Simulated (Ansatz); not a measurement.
Relaxation of PtSe$_{2}$

The calculation used Ansatz 0.2.0, DFT r2SCAN, scalar-relativistic, plane waves, PAW. Settings: 500 eV cutoff, 12×12×6 k-mesh, Gaussian smearing of 0.02 eV, no spin polarisation.

What was changed: relaxed at 3 GPa.

Spin–orbit coupling is left out, which can shift energies with elements as heavy as these.

Command:

```bash
ansatz run input.yaml --threads 1 --pin off --max-ram 2560MiB --backend cpu --events-out ev --progress --plain --runs-dir out
```

Input:

```yaml
crystal:
  lattice:
    - [3.6826131935, 0.0, 0.0]
    - [-1.8413065968, 3.1892365778, 0.0]
    - [0.0, 0.0, 5.76724547]
  atoms:
    - { symbol: Pt, position: [0.0, 0.0, 0.0] }
    - { symbol: Se, position: [0.6666666667, 0.3333333333, 0.774792565] }
    - { symbol: Se, position: [0.3333333333, 0.6666666667, 0.225207435] }
basis:
  ecutwfc: 500
kpoints:
  mp_grid: { grid: [12, 12, 6] }
hamiltonian:
  xc: r2scan
scf:
  occupations: { method: gaussian, width: 0.02 }
output:
  forces: true
  stress: true
  eigenvalues: true
  write_density: true
  write_potential: true
  elf: true
  volumetric_format: npy
relax:
  adjacent_minimum: "off"
  f_tol: 0.008
  max_steps: 50
  cell: { stress_tol: 0.08, p_target: 3.0 }
```

F is the free energy. Steps run on the plane waves of an earlier cell, but the last one, and at times one on the way, on a freshly chosen basis, so a repeated geometry can differ a little in energy. The relaxation lowers the enthalpy F + PV at the target pressure, so F itself can rise.

Steps:

| step | F − F(1) (eV) | largest force component (eV/Å) | V (Å³/atom) | P (GPa) |
| --- | --- | --- | --- | --- |
| 1 | 0.0000 | 0.378 | 22.578 | 3.35 |
| 2 | 0.0598 | 0.372 | 20.982 | 2.90 |
| 3 | 0.0207 | 0.139 | 21.126 | 2.61 |
| 4 | 0.0164 | 0.067 | 20.911 | 2.76 |
| 5 | 0.0412 | 0.091 | 20.336 | 3.34 |
| 6 | 0.0449 | 0.025 | 20.258 | 3.17 |
| 7 | 0.0437 | 0.000 | 20.279 | 3.00 |
| 8 | 0.0442 | 0.000 | 20.279 | 2.99 |

Relaxed structure:

```cif
data_structure
_symmetry_space_group_name_H-M 'P 1'
_symmetry_Int_Tables_number 1
_cell_length_a 3.7296
_cell_length_b 3.7296
_cell_length_c 5.0501
_cell_angle_alpha 90.000
_cell_angle_beta 90.000
_cell_angle_gamma 120.000
_cell_volume 60.84
loop_
_atom_site_label
_atom_site_type_symbol
_atom_site_fract_x
_atom_site_fract_y
_atom_site_fract_z
_atom_site_occupancy
Pt1 Pt 0.00000 0.00000 0.00000 1
Se1 Se 0.66667 0.33333 0.74470 1
Se2 Se 0.33333 0.66667 0.25530 1
```

The structure is trigonal, space group P-3m1 (No. 164). The conventional cell has a = 3.730 Å, b = 3.730 Å, c = 5.050 Å, α = 90.00°, β = 90.00°, γ = 120.00°. Pt (site symmetry -3m) is surrounded by 6 Se at 2.51 Å. Se (site symmetry 3m) has 3 Pt at 2.51 Å as nearest neighbours.

The run converged. Time: 3.3 min on 1 thread of Intel(R) Xeon(R) Processor @ 2.70GHz, on a shared host, peak memory 0.67 GiB.